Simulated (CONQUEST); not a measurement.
A run of CONQUEST 1.3 is set up as follows.

Conquest_input

```
IO.Title PbO2
IO.Coordinates coords.dat
IO.FractionalAtomicCoords T
IO.Iprint 2
IO.Iprint_init 1
General.NumberOfSpecies 2
General.PseudopotentialType hamann
AtomMove.TypeOfRun static
AtomMove.FullStress T
Grid.GridCutoff 150
DM.SolutionMethod diagon
Diag.MPMesh T
Diag.GammaCentred T
Diag.MPMeshX 7
Diag.MPMeshY 7
Diag.MPMeshZ 5
Diag.kT 0.00183747
minE.SCTolerance 1e-6
SC.MaxIters 100
IO.AtomChargeOutput T
%block ChemicalSpeciesLabel
1 207.200 Pb
2 16.000 O
%endblock
```

Contents of coords.dat:

```
    7.2210096226     0.0000000000     0.0000000000
    0.0000000000     7.2210096226     0.0000000000
    0.0000000000     0.0000000000    10.2120497419
6
  0.0044065000   0.9970645000   0.9990435000 1 T T T
  0.5044065000   0.4970645000   0.4990435000 1 T T T
  0.4880945000   0.9992795000   0.7461405000 2 T T T
  0.9880945000   0.4992795000   0.2461405000 2 T T T
  0.4963330000   0.9828780000   0.2551180000 2 T T T
  0.9963330000   0.4828780000   0.7551180000 2 T T T
```

Potentials or basis: PseudoDojo NC PBE, DZP, grid cutoff 150 Ha.

Command:

```console
$ Conquest
```

(1) What does it give for the band gap on the k mesh?

(2) Predict the pressure.

(3) Estimate the Mulliken charges.

## Answers

(1) none (metal or under the smearing width).

(2) 5.2 GPa.

(3) Pb +1.59; O -0.79, -0.80 e.

Caveat: the box holds several primitive cells, so bands are folded and the points are those of the box's own zone; the basis of atomic orbitals isn't converged, which shifts pressures, moduli and gaps.
